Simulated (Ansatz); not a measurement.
Au, 1 atom in the cell. The typed cell holds 1 atom: a = 2.854 Å, b = 2.809 Å, c = 2.962 Å, α = 109.30°, β = 110.50°, γ = 108.94°. This isn't the form of Au at room conditions, which is fcc. The cell isn't the ideal one: cell strained at random at fixed volume.

| Property | Result |
| --- | --- |
| Program | Ansatz 0.2.0 |
| Task | single point |
| Functional | PBEsol |
| Potentials or basis | all-electron LAPW, scalar-relativistic |
| Cutoff | 264 eV (chosen from the basis error) |
| Basis error allowed | 0.001 eV/atom |
| k mesh | 11 × 11 × 11 |
| Occupations | fermi-dirac, width 0.05 eV |
| Spin | no spin polarisation |

Potentials or basis: all-electron LAPW, scalar-relativistic.

Run with:

```sh
$ ansatz run input.yaml --threads 1 --pin off --max-ram 3072MiB --backend cpu --events-out ev --progress --plain --runs-dir out
```

Hardware: 1 thread of Arm Neoverse V2 (shared host).

Question: Estimate the wall time of this run.

Answer: Run time: 79 s on 1 thread of Arm Neoverse V2 (shared host), peak memory 0.89 GiB. Counts: scf iterations 8, plane waves 181, k points 666, bands 26.
